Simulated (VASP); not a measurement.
# CdS (F-43m) under uniaxial stress along [001], part 2 of 2

How do the elastic response and the band edges of CdS follow uniaxial stress along [001]?

VASP 6.6.1, plane waves and PAW; the level of theory is named at each step.

So far: The starting structure; Relax the crystal, LDA; Strain across the axis, LDA; Band edges, TB-mBJ with spin-orbit coupling; Band edges, r2SCAN with spin-orbit coupling.

## 5. Band edges, r2SCAN with spin-orbit coupling (continued)

Level of this step: r2SCAN, spin-orbit coupling; plane waves and PAW (Cd, S); cell typed or built by script (VASP).

OUTCAR, selected parts (step 5):

```text
  Total        1.1929695      1.1929695      1.2970710      0.0000000      0.0000000      0.0000000
  in kB       39.9613142     39.9613142     43.4484389      0.0000000      0.0000000      0.0000000
  external PRESSURE =      41.1236891 kB  Pullay stress =       0.0000000 kB

 POSITION                                       TOTAL-FORCE (eV/Angst)
 -----------------------------------------------------------------------------------
      0.00000      0.00000      0.00000        -0.000000     -0.000000      0.000000
      1.45448      1.45448      1.41307         0.000000      0.000000      0.000000
 -----------------------------------------------------------------------------------
    total drift:                                0.000000      0.000000     -0.000000

  FREE ENERGIE OF THE ION-ELECTRON SYSTEM (eV)
  ---------------------------------------------------
  free  energy   TOTEN  =      -402.6063883359 eV

  energy  without entropy=     -402.6063883359  energy(sigma->0) =     -402.60638834

[... 2 parts as in an earlier step ...]

[... 1 further part left out ...]
[key lines of the parts left out:]
E-fermi :   1.6547
```

Numbers from this step:

* energy(sigma→0) of the program: -402.6064 eV
* stress, compression positive: xx, yy, zz 4.00, 4.00, 4.34 GPa

The run ends at a pressure of 4.11 GPa.

## 6. All members

Runs beyond LDA use the data sets made with LDA; this shifts their levels slightly, and their total energies have another zero (at TB-mBJ, which has no energy functional, they mean nothing).

The other members went through these steps as far as the tables show, with the same cutoff and, step by step, the same mesh; 41 runs are not shown. The session took 2.3 core hours (wall time by ranks) on a shared machine.

```csv
strain along the axis (%),strain across the axis (%),"stress along the axis, tension positive (GPa)",energy above the unstrained row (meV/atom),"gap on the mesh, LDA (eV)"
-2.000,0.872,-0.533,0.908,0.913
-1.500,0.653,-0.408,0.523,0.925
-1.000,0.437,-0.277,0.250,0.938
-0.500,0.220,-0.142,0.069,0.951
0,0.000,-0.007,0.000,0.965
0.500,-0.209,0.145,0.028,0.956
1.000,-0.423,0.298,0.183,0.946
1.500,-0.637,0.455,0.442,0.936
2.000,-0.848,0.617,0.822,0.927
```

Slopes at zero strain, from cubics through all rows: strain ratio -0.430, stress over strain 29 GPa.

Band edges at TB-mBJ with spin-orbit coupling, counted from the valence-band top at Γ, spin-orbit pairs averaged, with one row partly withheld:

```csv
strain along the axis (%),gap (eV),conduction band at Γ (eV),Δ or X valley along z (eV),Δ or X valley along x (eV),"lowest conduction level at L, [111] (eV)","lowest conduction level at L, [-111] (eV)",second valence level below the top (eV),third valence level below the top (eV)
-2.000,2.645,2.645,4.587,4.691,4.324,4.324,0.070,0.090
-1.500,2.656,2.656,4.616,4.694,4.338,4.338,0.052,0.072
-1.000,2.666,2.666,4.645,4.698,4.351,4.351,0.034,0.054
-0.500,2.676,2.676,4.675,4.701,4.364,4.364,0.016,0.037
0,2.685,2.685,4.703,4.703,4.373,4.373,0.000,0.025
0.500,2.676,2.676,4.716,4.689,4.365,4.365,0.009,0.036
1.000,2.668,2.668,4.729,4.676,4.356,4.356,0.012,0.054
1.500,?,?,4.742,4.662,4.346,4.346,0.013,0.074
2.000,2.651,2.651,4.756,4.649,4.335,4.335,0.014,0.095
```

Conduction masses, in electron masses:

```csv
strain along the axis (%),"conduction mass at Γ, along the strain axis or the normal of the plane","conduction mass at Γ, across the strain axis or in the plane"
-2.000,0.245,0.243
-1.500,0.246,0.245
-1.000,0.249,0.247
-0.500,0.242,0.243
0,0.246,0.246
0.500,0.245,0.243
1.000,0.248,0.248
1.500,0.242,0.244
2.000,0.242,0.244
```

Band edges at r2SCAN with spin-orbit coupling, counted from the valence-band top at Γ, spin-orbit pairs averaged:

```csv
strain along the axis (%),gap (eV),conduction band at Γ (eV),Δ or X valley along z (eV),Δ or X valley along x (eV),"lowest conduction level at L, [111] (eV)","lowest conduction level at L, [-111] (eV)",second valence level below the top (eV),third valence level below the top (eV)
-2.000,1.616,1.616,3.642,3.760,3.459,3.459,0.075,0.104
-1.500,1.627,1.627,3.674,3.763,3.474,3.474,0.056,0.084
-1.000,1.638,1.639,3.707,3.766,3.488,3.488,0.036,0.065
-0.500,1.649,1.649,3.739,3.769,3.501,3.501,0.017,0.048
0,1.657,1.657,3.769,3.769,3.510,3.510,0.000,0.036
0.500,1.648,1.648,3.784,3.754,3.501,3.501,0.011,0.047
1.000,1.639,1.639,3.798,3.738,3.491,3.491,0.016,0.065
1.500,1.630,1.630,3.813,3.723,3.480,3.480,0.018,0.086
2.000,1.620,1.620,3.828,3.707,3.468,3.468,0.019,0.109
```

Conduction masses, in electron masses:

```csv
strain along the axis (%),"conduction mass at Γ, along the strain axis or the normal of the plane","conduction mass at Γ, across the strain axis or in the plane"
-2.000,0.156,0.158
-1.500,0.156,0.158
-1.000,0.156,0.158
-0.500,0.157,0.158
0,0.157,0.157
0.500,0.157,0.156
1.000,0.158,0.156
1.500,0.158,0.156
2.000,0.158,0.156
```

## 7. Working out the slope

The quantity to fit is the conduction level at Γ above the mean of the three top valence levels at TB-mBJ with spin-orbit coupling: 2.698, 2.697, 2.696, 2.694, 2.693, 2.692, 2.690, 2.688 eV in the rows shown.

Fitting a parabola to the 8 known rows (e: strain in %) gives E = − 5.22e-5 e² − 0.002633 e + 2.693 in eV; the residuals are 8.9e-5 eV r.m.s.

For the withheld row, e = 1.5, the fit gives 2.6889 eV.

## 8. Checking the prediction

The calculation gives 2.6890 eV, so the prediction is 0.0001 eV too low.

## 9. Results

- Poisson ratio: 0.430
- Young's modulus along the axis: 29 GPa
- gap of the unstrained cell, TB-mBJ with spin-orbit coupling: 2.68 eV
- gap of the unstrained cell, r2SCAN with spin-orbit coupling: 1.66 eV
- slope at zero strain of the conduction level at Γ above the mean of the three top valence levels, TB-mBJ with spin-orbit coupling: -3 meV per %
- error of the predicted row: -0.1 meV

**Reading.** As a check, the curvature of the energy gives 29 GPa for the same modulus (energy per volume = E/2 × strain²), 0 % from the slope of the stress. At TB-mBJ with spin-orbit coupling the lowest conduction valley is Γ throughout, and the gap runs between 2.64 and 2.68 eV. At r2SCAN with spin-orbit coupling the lowest conduction valley is Γ throughout, and the gap runs between 1.62 and 1.66 eV. Hole masses are left out throughout, since the top bands are degenerate or cross in many series; of conduction masses, those of the Γ, L and (for Si and Ge under (001) strain) Δ valleys are kept where they change by under an eighth between rows. TB-mBJ is a potential fitted for gaps; it has no energy functional, so its total energies and forces mean nothing, and its bands tend to come out too narrow. r2SCAN opens gaps somewhat over GGA but leaves them below measured values as a rule. Δ or X levels are the lowest on their line, refined by a parabola unless they lie at X; the gap is read from all points sampled and can differ from the lowest valley by some meV, or by tens of meV where strain moves the valence top off Γ. Temperature, zero-point motion and excitons are left out.

[Lines on the potential files, build, host, timing and source positions are cut from VASP's logs without a mark.]

[Logs are printed without paths, hosts, clocks, repeated set-up lines and the standing remarks that a program may print on its own settings, such as how far it seeks lower states.]

[Hosts, paths, dates, database ids (printed as entryN), source tags and the programs' standing remarks are cut or masked in the printed files.]

[In band tables of VASP the shares of atoms and orbitals are scaled to a sum of 1 inside the atoms' spheres.]
